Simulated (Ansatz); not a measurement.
# Ti2COS MXene bilayer (like faces together) in a perpendicular field

What dipole does a perpendicular field induce in the Ti2COS MXene bilayer (like faces together)? A positive field points along +c.

Main program and level: Ansatz 0.2.0; plane-wave DFT, PBEsol-D3(BJ), Ansatz PAW, in the first sound run; inputs show where later runs differ.

### 1. The system as given

The cell holds 10 atoms: 2 S, 4 Ti, 2 C and 2 O. Cell: a = 3.100 Å, b = 3.100 Å, c = 57.952 Å, α = 90.0°, β = 90.0°, γ = 120.0°. Regions: layer 1: Ti2COS MXene, 5 atoms (1 S, 2 Ti, 1 C and 1 O); layer 2: Ti2COS MXene, 5 atoms (1 S, 2 Ti, 1 C and 1 O). Vacuum lies along c.

### 2. Relaxation

The starting cell is a guess, so the in-plane lattice and the atoms are relaxed first, with the slab cut off from its images along the normal.

input.yaml reads:

```yaml
crystal:
  lattice:
    - [3.10024, 0.0, 0.0]
    - [-1.55012, 2.6848865978, 0.0]
    - [0.0, 0.0, 57.9515522398]
  atoms:
    - { symbol: S, position: [0.3333333333, 0.6666666667, 0.3839413983] }
    - { symbol: Ti, position: [0.6666666667, 0.3333333333, 0.4138107259], spin: 1.0 }
    - { symbol: C, position: [0.0, 0.0, 0.4349192564] }
    - { symbol: Ti, position: [0.3333333333, 0.6666666667, 0.4560277869], spin: 1.0 }
    - { symbol: O, position: [0.6666666667, 0.3333333333, 0.4749790999] }
    - { symbol: S, position: [0.6666666667, 0.3333333333, 0.6160586017] }
    - { symbol: Ti, position: [0.0, 0.0, 0.5861892741], spin: 1.0 }
    - { symbol: C, position: [0.3333333333, 0.6666666667, 0.5650807436] }
    - { symbol: Ti, position: [0.6666666667, 0.3333333333, 0.5439722131], spin: 1.0 }
    - { symbol: O, position: [0.0, 0.0, 0.5250209001] }
  periodic: [true, true, false]
magnetization:
  spin_polarized: true
kpoints:
  mp_grid: { grid: [12, 12, 1] }
hamiltonian:
  xc: pbesol
  dispersion: d3bj
scf:
  occupations: { method: fermi_dirac, width: 0.05 }
  convergence: { dr2_threshold: 1.0e-09 }
relax:
  f_tol: 0.004
  max_steps: 90
  cell: {}
output:
  write_potential: true
  write_density: true
  volumetric_format: npy
```

Launch:

```
ansatz run input.yaml --threads 4 --pin off --max-ram 6144MiB --backend cpu --events-out ev --progress --plain --runs-dir out
```

What it wrote:

```text
Warning: relax.cell: scf.convergence.dr2_threshold = 1e-9 eV is looser than the 1.81826346681e-10 eV advised for a relaxation that steers and ends on the stress (1e-10 eV for each atom of the cell: 10, times the square of relax.cell.stress_2d_tol = 0.05 N/m over 23.5 Å (the atoms' height at the walk's start and 5 Å past either face), 2.132e-2 GPa, over a crystal's default 0.05). What an SCF threshold leaves in a stress goes as its square root, and in the free energy as the threshold itself, and one threshold admits the most on a small cell: [figures from the program's tests cut] Set scf.convergence.dr2_threshold to 1.81826346681e-10 eV or tighter. [rest of the remark cut]
Engine: ansatz 0.2.0, x86_64-unknown-linux-gnu
Pseudopotentials: kind: paw
Pseudopotential: S, paw, valence charge 6, recommended cutoff 420 eV (normal), S.paw.azcp
Pseudopotential: Ti, paw, valence charge 12, recommended cutoff 420 eV (normal), Ti.paw.azcp
Pseudopotential: C, paw, valence charge 4, recommended cutoff 420 eV (normal), C.paw.azcp
Pseudopotential: O, paw, valence charge 6, recommended cutoff 420 eV (normal), O.paw.azcp
Functional definition: PBEsol
  exchange = pbesol_x
  correlation = pbesol_c
Crystal: 10 atoms, lattice volume = 482.377 Å³
Basis set: ecut = 420 eV, 9373 PW (Γ), exchange–correlation on 48×48×800 points (8 copies of the dense FFT grid, shifted against one another)
Bands: 52, of which v1, the nominal top of the filled ones, is band 40 counted from 1 (39 counted from 0)
Symmetry: 6 space group operations
Space group: P3m1 (ITA 156), of the structure as read, at distance tolerance 7.8e-5 Å
Magnetic group: BNS 156.49 (UNI 1279), of the structure as read, at distance tolerance 7.8e-5 Å
k-points: 19 of 144 (time reversal used)
Non-local potential: S, projectors of the file, l = 0: 2, l = 1: 2, l = 2: 2
Non-local potential: Ti, projectors of the file, l = 0: 3, l = 1: 2, l = 2: 3, l = 3: 1
Non-local potential: C, projectors of the file, l = 0: 2, l = 1: 2, l = 2: 1
Non-local potential: O, projectors of the file, l = 0: 2, l = 1: 2, l = 2: 1
PAW form: soft (Blöchl's): semilocal exchange-correlation on the pseudo side does not see the compensation charge
PAW frozen core: S, regenerated for the run's functional, and the local potential with it (the file was generated under x = pbe(κ = 0.804, μ = 0.219515), c = pbe(β = 0.066725))
PAW frozen core: Ti, regenerated for the run's functional, and the local potential with it (the file was generated under x = pbe(κ = 0.804, μ = 0.219515), c = pbe(β = 0.066725))
PAW frozen core: C, regenerated for the run's functional, and the local potential with it (the file was generated under x = pbe(κ = 0.804, μ = 0.219515), c = pbe(β = 0.066725))
PAW frozen core: O, regenerated for the run's functional, and the local potential with it (the file was generated under x = pbe(κ = 0.804, μ = 0.219515), c = pbe(β = 0.066725))
PAW one-centre angular grid: S, 110 points (default); XC on 64 Gauss nodes
PAW one-centre angular grid: Ti, 590 points (default); XC on 64 Gauss nodes
PAW one-centre angular grid: C, 110 points (default); XC on 64 Gauss nodes
PAW one-centre angular grid: O, 110 points (default); XC on 64 Gauss nodes
Initial density: superposition of atomic densities (neutral atoms: chi_scale 0, normalization atom)
Starting moments: Σ|m| = 4 μB on 4 of 10 sites
Initial wavefunctions: pseudopotential atomic-orbital guess
Functional: x = pbesol(κ = 0.804, μ = 0.123457), c = pbesol(β = 0.046)
SCF iter   1: F=—  HF=-13302.976190 eV  |F-HF|=—  |Δ(HF+E_count)|=         —  Δρ=4.67e-2 (↑4.67e-2 ↓3.51e-2)  dr2=6.42e1  dr2_m=9.84e-1  M=1.444 μB ∫|m|=1.787 μB  β_m=0.30  ethr=3.10e-3  ⟨swp⟩=10.9  Hψ=11736  notcnv=0
Mixer restart at iter 1: flushing history
preconditioner: auto → LDOS  [metal: Δε(μ)=0.031 eV  Ē_g=9.003 eV  σ=0.050 eV  W_gap=0.16  n_scr=36 (ndim 8)  ℏωp=11.7 eV  f_vac=0.703  D(μ)=5.13/eV (n_scr^D=24)]
spin=Collinear: LDOS preconditioning applied to the charge; magnetization (m = ρ↑ − ρ↓) channel mixes plain (no charge-response kernel on spin).
SCF iter   2: F=—  HF=-13294.513034 eV  |F-HF|=—  |Δ(HF+E_count)|=    8.46e0  Δρ=2.46e-2 (↑2.46e-2 ↓1.62e-2)  dr2=1.59e1  dr2_m=5.44e-1  M=1.070 μB ∫|m|=1.532 μB  β_m=0.43  ethr=3.10e-3  ⟨swp⟩=4.9  Hψ=5637  notcnv=0  defer=186
SCF iter   3: F=—  HF=-13292.381899 eV  |F-HF|=—  |Δ(HF+E_count)|=    2.13e0  Δρ=8.34e-3 (↑7.39e-3 ↓8.34e-3)  dr2=2.39e-1  dr2_m=1.54e-1  M=0.477 μB ∫|m|=1.016 μB  β_m=0.61  ethr=3.10e-3  ⟨swp⟩=4.1  Hψ=4962  notcnv=0  defer=182
SCF iter   4: F=—  HF=-13292.811705 eV  |F-HF|=—  |Δ(HF+E_count)|=         —  Δρ=6.11e-3 (↑6.11e-3 ↓3.26e-3)  dr2=1.08e-1  dr2_m=8.50e-2  M=0.064 μB ∫|m|=0.363 μB  β_m=0.61  ethr=2.98e-4  ⟨swp⟩=4.2  Hψ=4610  notcnv=0  defer=176
SCF iter   5: F=—  HF=-13292.780134 eV  |F-HF|=—  |Δ(HF+E_count)|=   3.16e-2  Δρ=1.83e-3 (↑1.83e-3 ↓1.75e-3)  dr2=3.17e-3  dr2_m=1.33e-2  M=0.021 μB ∫|m|=0.215 μB  β_m=0.79  ethr=1.36e-4  ⟨swp⟩=3.0  Hψ=3949  notcnv=0  defer=176
SCF iter   6: F=—  HF=-13292.782625 eV  |F-HF|=—  |Δ(HF+E_count)|=   2.49e-3  Δρ=9.41e-4 (↑9.41e-4 ↓3.41e-4)  dr2=1.25e-2  dr2_m=9.14e-4  M=0.001 μB ∫|m|=0.078 μB  β_m=0.68  ethr=3.96e-6  ⟨swp⟩=4.2  Hψ=5128  notcnv=0  defer=176
SCF iter   7: F=—  HF=-13292.781870 eV  |F-HF|=—  |Δ(HF+E_count)|=   7.55e-4  Δρ=2.96e-4 (↑2.66e-4 ↓2.96e-4)  dr2=5.11e-4  dr2_m=3.16e-4  M=-0.002 μB ∫|m|=0.050 μB  β_m=0.79  ethr=3.96e-6  ⟨swp⟩=3.3  Hψ=3707  notcnv=0  defer=176
SCF iter   8: F=—  HF=-13292.782120 eV  |F-HF|=—  |Δ(HF+E_count)|=   2.50e-4  Δρ=9.90e-5 (↑4.94e-5 ↓9.90e-5)  dr2=6.66e-5  dr2_m=1.53e-5  M=-0.001 μB ∫|m|=0.010 μB  β_m=0.79  ethr=6.39e-7  ⟨swp⟩=3.1  Hψ=3804  notcnv=0  defer=176
SCF iter   9: F=—  HF=-13292.782138 eV  |F-HF|=—  |Δ(HF+E_count)|=   1.79e-5  Δρ=2.08e-5 (↑1.37e-5 ↓2.08e-5)  dr2=3.46e-6  dr2_m=7.59e-7  M=-0.001 μB ∫|m|=0.001 μB  β_m=0.79  ethr=8.32e-8  ⟨swp⟩=2.9  Hψ=3783  notcnv=0  defer=176
SCF iter  10: F=—  HF=-13292.782138 eV  |F-HF|=—  |Δ(HF+E_count)|=   6.30e-7  Δρ=9.92e-6 (↑9.92e-6 ↓5.99e-6)  dr2=1.43e-6  dr2_m=8.20e-8  M=-0.000 μB ∫|m|=0.000 μB  β_m=0.72  ethr=4.32e-9  ⟨swp⟩=3.4  Hψ=4413  notcnv=0  defer=176
SCF iter  11: F=—  HF=-13292.782138 eV  |F-HF|=—  |Δ(HF+E_count)|=   1.16e-7  Δρ=3.80e-6 (↑2.70e-6 ↓3.80e-6)  dr2=2.77e-7  dr2_m=2.27e-8  M=-0.000 μB ∫|m|=0.000 μB  β_m=0.65  ethr=1.79e-9  ⟨swp⟩=2.8  Hψ=3308  notcnv=0  defer=176
[...]
relax step  11: F+E_penalty+E_count = -13294.12650548 eV  Δ(F+E_penalty+E_count) = +7.249e-6 eV  max|allowed force component| = 2.370e-3 eV/Å  Δτ_max = 0.0005 Å  P = -0.005 N/m  Ω = 466.158 Å³  energy of the carried Pulay correction = +1.497e-4 eV  fix = [c, alpha, beta]  reactions: c -0.000 N/m  (6 SCF iters, accepted)
iter 1 solved again at ethr=2.12e-7 eV; its pass at ethr=3.10e-3 eV (dr2=1.69e-4 eV) is discarded
SCF iter   1: F=—  HF=-13294.126397 eV  |F-HF|=—  |Δ(HF+E_count)|=         —  Δρ=1.07e-6 (↑1.07e-6 ↓1.07e-6)  dr2=1.55e-8  dr2_m=5.66e-12  M=0.000 μB ∫|m|=0.000 μB  β_m=0.65  ethr=2.12e-7  ⟨swp⟩=6.8  Hψ=21474  notcnv=0
eigensolver tolerance schedule: the retry pair's looser diagonalisation over-reported the residual by 10894.61 of it (diagonalisation noise at 2.90 of the residual, at the tolerance the schedule requests for it); recorded, not acted on — ethr = c·dr2/N_el stays at c = 1.0e-1
spin=Collinear: LDOS preconditioning applied to the charge; magnetization (m = ρ↑ − ρ↓) channel mixes plain (no charge-response kernel on spin).
SCF iter   2: F=—  HF=-13294.126343 eV  |F-HF|=—  |Δ(HF+E_count)|=   5.38e-5  Δρ=8.23e-7 (↑8.23e-7 ↓8.20e-7)  dr2=3.25e-8  dr2_m=1.31e-12  M=0.000 μB ∫|m|=0.000 μB  β_m=0.30  ethr=1.94e-11  ⟨swp⟩=6.3  Hψ=8004  notcnv=0
SCF iter   3: F=—  HF=-13294.126343 eV  |F-HF|=—  |Δ(HF+E_count)|=  1.40e-10  Δρ=6.24e-7 (↑6.24e-7 ↓6.19e-7)  dr2=5.81e-9  dr2_m=1.92e-12  M=0.000 μB ∫|m|=0.000 μB  β_m=0.65  ethr=1.94e-11  ⟨swp⟩=2.6  Hψ=2804  notcnv=0
SCF iter   4: F=—  HF=-13294.126343 eV  |F-HF|=—  |Δ(HF+E_count)|=   6.43e-9  Δρ=3.99e-7 (↑3.93e-7 ↓3.99e-7)  dr2=3.20e-9  dr2_m=3.59e-13  M=0.000 μB ∫|m|=0.000 μB  β_m=0.57  ethr=7.26e-12  ⟨swp⟩=3.3  Hψ=4320  notcnv=0
SCF iter   5: F=—  HF=-13294.126343 eV  |F-HF|=—  |Δ(HF+E_count)|=   6.75e-9  Δρ=2.36e-7 (↑2.33e-7 ↓2.36e-7)  dr2=1.58e-9  dr2_m=1.03e-13  M=0.000 μB ∫|m|=0.000 μB  β_m=0.78  ethr=3.99e-12  ⟨swp⟩=2.1  Hψ=2681  notcnv=0
SCF iter   6: F=-13294.126343 eV  HF=-13294.126343 eV  |F-HF|=8.69e-10  |Δ(HF+E_count)|=   1.05e-9  Δρ=1.17e-7 (↑1.16e-7 ↓1.17e-7)  dr2=4.35e-10  dr2_m=1.43e-14  M=0.000 μB ∫|m|=0.000 μB  ethr=1.25e-12  ⟨swp⟩=14.5  Hψ=14000  notcnv=0
the starting moments were not kept: the SCF closed with an absolute magnetisation of 1.6e-7 μB, where they sum to 4 μB in size (4 sites). That is at most 0.1 of that sum. Measured as dr2_m measures the in/out step, that magnetisation stands 3.7e-15 eV from none, at or under the dr2_threshold of 1.0e-9 eV: it is no larger than a step whose dr2_m would equal this threshold.
SCF 12 converged in 6 iterations: F = -13294.126343 eV  dr2 = 4.35e-10
relax step  12: F+E_penalty+E_count = -13294.12634290 eV  Δ(F+E_penalty+E_count) = +1.626e-4 eV  max|allowed force component| = 2.375e-3 eV/Å  Δτ_max = 0.0000 Å  P = -0.007 N/m  Ω = 466.158 Å³  fix = [c, alpha, beta]  reactions: c -0.000 N/m  stress off target by 6.91e-3 N/m on what of the cell is left free  SCF on the basis re-selected at this cell (its energy is not comparable with the rows above)  (6 SCF iters)
basis re-selected at this cell: Δ(F+E_penalty+E_count) = +1.626e-4 eV, ΔP = -0.002 N/m vs the last step (what re-selecting the basis moved, of the pressure what is left beyond the Pulay correction that the steps carried, after the strain that the cell walked since its last selection, with what the two solves' SCF thresholds leave and, on support functions, any second-order correction that the steps lacked; it is no m [...]
WARN: The output density's exchange-correlation potential varies sharply where the density is thin. Do not read a vacuum level from v_tot or v_xc, or from such a field of the output density. On a cell that repeats whose density bears no net charge and no dipole along the vacuum's axis use v_es (v_loc + v_h of the components); under efield.dipole_correction with no amplitude use v_es + v_field, which holds any externa [...]
SCF converged after 6 iterations
Magnetization: 0.0000 μB (40.0000 up, 40.0000 down)
Absolute magnetization: 0.0000 μB (∫|ρ↑−ρ↓|, with the PAW one-centre terms)
Spin contamination: 0.0000 ħ² per cell (⟨S²⟩ above its minimum at these occupations)
Per-site moments (μB) at R_I (Å): [(1.230200e-8, 0.980462), (-1.582998e-8, 0.873469), (1.207568e-8, 0.873469), (-1.010855e-8, 0.811484), (1.533337e-8, 0.811484), (-1.984164e-9, 0.980589), (2.641611e-9, 0.872425), (6.519792e-9, 0.872425), (-1.440171e-8, 0.806847), (3.077315e-8, 0.806847)]
Free energy (F): -13294.126343 eV
Harris-Foulkes:  -13294.126343 eV  (|F-HF|=8.69e-10)
Internal energy: -13294.108020 eV  (E = F + TS)
E sigma→0 (E₀):  -13294.117182 eV
Entropy (-TS):   -0.018323 eV (-1.832 meV/atom)
Fermi energy:    -5.976042 eV
--- Per-component energies (eV) ---
  E_band       = -2020.853842
  E_kinetic    = 1839.876490
  E_local      = -733268.448089  (includes V_loc(G=0)·N_el)
  E_nonlocal   = 233.230905
  E_hartree    = 365459.920260
  E_xc         = -828.551308
  E_vxc        = -977.553594  (∫ρ·V_xc dr)
  E_paw        = -5747.723084  (= ΣΔE_a)
  E_vpaw       = -767.810785  (= ΣTr[D̂ρ^β])
  E_aug_tail   = 0.005443  (compensation charges beyond the density's cutoff)
  E_ewald      = 359019.678814
  E_disp       = -2.891662  (pairwise vdW)
  E_core_change = 0.794213  (= ΣΔE_core)
  E_smearing   = -0.018323  (= −TS)
  E_closure    = 0.000000  (closes the sum)
  Σ components = -13294.126343   (vs F -13294.126343, Δ=0.00e0)
--- Forces (eV/Å), atoms counted from 1 ---
  atom   1  S     -0.00000000     0.00000000    -0.00000036
  atom   2  Ti     0.00000000    -0.00000000    -0.00033229
  atom   3  C      0.00000000     0.00000000    -0.00049445
  atom   4  Ti     0.00000000    -0.00000000     0.00237524
  atom   5  O      0.00000000    -0.00000000    -0.00134646
  atom   6  S     -0.00000000     0.00000000     0.00038804
  atom   7  Ti    -0.00000000    -0.00000000     0.00111740
  atom   8  C     -0.00000000     0.00000000    -0.00059961
  atom   9  Ti    -0.00000000    -0.00000000    -0.00223512
  atom  10  O      0.00000000    -0.00000000     0.00112990
  max |Σ_I F_I| component: 2.29e-6 eV/Å
--- 2D stress c σ (N/m, compression-positive) ---
       -0.006907      -0.000000      -0.000000
       -0.000000      -0.006907      -0.000000
       -0.000000      -0.000000      -0.000000
  P = ½ c Tr σ = -0.0069 N/m
--- Band table (eV; the first three rows and the last of 38) ---
  k-point 0 ↑: bands = [... 36 lower, -5.3338, -5.3338, -5.3048, -5.3048, -4.9209, -4.9209, -4.8844, -4.8844, ... 8 higher]
  k-point 1 ↑: bands = [... 36 lower, -6.0293, -6.0014, -5.7428, -5.7169, -5.1658, -5.1370, -4.6632, -4.6309, ... 8 higher]
  k-point 2 ↑: bands = [... 36 lower, -6.8299, -6.7840, -6.1753, -6.1609, -5.4973, -5.4705, -4.5768, -4.5392, ... 8 higher]
  k-point 18 ↓: bands = [... 36 lower, -8.6593, -8.6203, -8.3233, -8.3131, -4.6911, -4.6295, -4.4437, -4.4259, ... 8 higher]
  the weakly bound empty levels are not read free of the cell's end (no_gap_told)
--- Relaxed structure (10 steps of the walk, 9 accepted, 2 SCFs on fresh bases) ---
  F+E_penalty+E_count = -13294.12634290 eV   max|allowed force component| = 2.375e-3 eV/Å   (the final SCF, on the basis selected at the relaxed cell)
  cell:  # Å, volume = 466.1576 Å³
    - [3.047674, 0, 0]
    - [-1.523837, 2.639363, 0]
    - [0, 0, 57.9515522398]
  atoms:
    - { symbol: S, position: [0.333333, 0.666667, 0.394904] }
    - { symbol: Ti, position: [0.666667, 0.333333, 0.422478] }
    - { symbol: C, position: [-6.852253e-18, -2.220446e-17, 0.442806] }
    - { symbol: Ti, position: [0.333333, 0.666667, 0.465292] }
    - { symbol: O, position: [0.666667, 0.333333, 0.480472] }
    - { symbol: S, position: [0.666667, 0.333333, 0.605038] }
    - { symbol: Ti, position: [-2.984624e-17, -2.220446e-17, 0.577456] }
    - { symbol: C, position: [0.333333, 0.666667, 0.557207] }
    - { symbol: Ti, position: [0.666667, 0.333333, 0.534544] }
    - { symbol: O, position: [-2.498333e-17, -2.220446e-17, 0.519803] }
```

Elapsed: 3.8 min, on 4 threads of AMD EPYC 9R14 (Zen 4), shared host; peak memory 1.5 GiB.

Relaxation path:

```csv
step,energy less that of the first step (eV),largest force component (eV/Å),volume (Å³)
1,0.0000,3.4233,482.38
2,-1.1846,0.8713,468.04
3,-1.2916,0.2176,462.73
4,-1.3429,0.1077,465.07
5,-1.3178,0.4388,464.92
6,-1.3468,0.0748,465.96
7,-1.3501,0.0285,466.56
8,-1.3502,0.0036,466.47
9*,-1.3442,0.0032,466.47
10,-1.3444,0.0061,466.14
11,-1.3444,0.0024,466.16
12*,-1.3442,0.0024,466.16
```

Relaxation steps marked * repeat the geometry before them on a plane-wave basis chosen anew for their cell, so energy and pressure can jump there. Relaxation step 5 was tried and not accepted.

The run keeps the 6 symmetry operations that the program found, so distortions that break them were not tested.

```csv
cell as run,before,after,change
a (Å),3.100,3.048,-1.7 %
b (Å),3.100,3.048,-1.7 %
```

The atoms that moved most (Å, along periodic axes as changes of fractional coordinates times the final cell, across vacuum about the mean position):

```csv
atom,dx,dy,dz,length
S6,0.000,0.000,-0.639,0.639
S1,0.000,0.000,0.635,0.635
Ti9,0.000,0.000,-0.546,0.546
Ti4,0.000,0.000,0.537,0.537
Ti7,0.000,0.000,-0.506,0.506
Ti2,0.000,0.000,0.502,0.502
C3,0.000,0.000,0.457,0.457
C8,0.000,0.000,-0.456,0.456
```

This step gave:

* energy at zero smearing: -13294.1172 eV

The lattice constant a goes from 3.100 to 3.048 Å.

(Continued in part 2 of 3.)

[Long decimals in the printed logs are rounded to 6 places.]

[Logs are printed without paths, hosts, clocks, repeated set-up lines and the standing remarks that a program may print on its own settings, such as how far it seeks lower states.]

[Hosts, paths, dates, database ids (printed as entryN), source tags and the programs' standing remarks are cut or masked in the printed files.]

[Maps of the electrostatic potential energy from Ansatz leave out the sawtooth potential of an applied field or a dipole correction, so their vacuum need not be flat; planar profiles and work functions include it.]
